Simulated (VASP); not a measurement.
## KF (Carobbiite) under changes of volume

One of the cells (19.455 Å³/atom); the others are scaled copies at fixed shape and fractional positions:

```
CELL_PARAMETERS angstrom
0.00000 2.68954 2.68954
2.68954 0.00000 2.68954
2.68954 2.68954 0.00000
ATOMIC_POSITIONS crystal
K 0.00000 0.00000 0.00000
F 0.50000 0.50000 0.50000
```

| Property | Result |
| --- | --- |
| Program | VASP 6.6.1 |
| Functional | PBE |
| Potentials or basis | VASP PAW PBE potentials, release 64 (K_sv, F) |
| Cutoff | 520 eV |
| k mesh | 9 × 9 × 9 |
| Occupations | fermi-dirac, width 0.05 eV |
| Spin | no spin polarisation |

```csv
volume (Å³/atom),energy over the lowest point (meV/atom),pressure (GPa),gap on the mesh (eV)
17.929,?,?,?
18.311,16.02,3.1,6.38
18.692,9.31,2.2,6.27
19.455,1.53,0.7,6.06
19.837,0.10,0.1,5.96
20.218,0.00,-0.4,5.87
```

What does the run at 17.929 Å³/atom give?

Energy over the lowest point 24.89 meV/atom; pressure 4.0 GPa; gap on the mesh 6.50 eV.

Worked out: A Birch-Murnaghan fit of order 3 (a polynomial in V^(-2/3)) to the other rows has its minimum at 20.05 Å³/atom with B0 = V·E''(V) = 28 GPa and B' = 5.4. It gives 24.99 meV/atom at 17.929 Å³/atom, against the run's 24.89, and -dE/dV = 4.3 GPa, against 4.0. A straight line through the other rows of the gap, of slope -5.17 eV per unit of ln V (its deformation potential), extrapolates to 6.49 eV, against the run's 6.50.

Energies are extrapolated to zero smearing.

Caveats: an odd mesh through Γ misses points on the zone boundary, where band edges often lie.
